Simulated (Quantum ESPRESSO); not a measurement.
## HfB2: single point with PBEsol+U

Crystal: HfB2.

```
Hf B
1.0
     3.14000    0.00000    0.00000
    -1.57000    2.71932    0.00000
     0.00000    0.00000    3.48000
Hf B
1 2
Direct
  0.00000 0.00000 0.00000
  0.66667 0.33333 0.50000
  0.33333 0.66667 0.50000
```

| Item | Value |
| --- | --- |
| Program | Quantum ESPRESSO 7.5 |
| Task | single point |
| Functional | PBEsol |
| Potentials or basis | GBRV 1.5 PBEsol |
| Cutoff | 612 eV |
| Density cutoff | 4898 eV |
| k mesh | 10 × 10 × 8 |
| Occupations | fermi-dirac, width 0.05 eV |
| Spin | no spin polarisation |
| Hubbard terms | Hf d U = 4 eV |

| Quantity | Value |
| --- | --- |
| Pressure | 2.0 GPa |
| Band gap on the k mesh | none (metal or under the smearing width) |

Stress tensor (GPa, compression positive):
```
0.86 0.00 0.00
0.00 0.86 0.00
0.00 0.00 4.34
```

Levels at points of the mesh, in eV from the Fermi level:
```tsv
k point	band 7	band 8	band 9	band 10	band 11	band 12
(0.00, 0.00, 0.00)	-3.00	-3.00	-2.83	4.28	4.28	4.62
(0.00, 0.00, -0.50)	-1.44	-1.44	0.42	0.42	1.17	1.17
(0.00, -0.50, 0.00)	-4.13	-3.72	-2.68	1.74	3.00	5.59
(0.00, -0.50, -0.50)	-5.08	-4.82	-3.14	3.62	4.27	6.38
```

Eigenvalues of the final occupation matrices:
```tsv
site	spin	trace	eigenvalues
Hf 1 5d	each	1.24	0.23 0.24 0.24 0.26 0.26
```

It took 12 s on 2 MPI ranks on Arm Neoverse V2 (shared host), peak memory 0.28 GiB a rank.

Caveat: U without spin polarisation on a metal has little footing; the U is typed as a test and isn't derived for this compound. The run has no spin-orbit coupling, so splittings on Hf are missing.
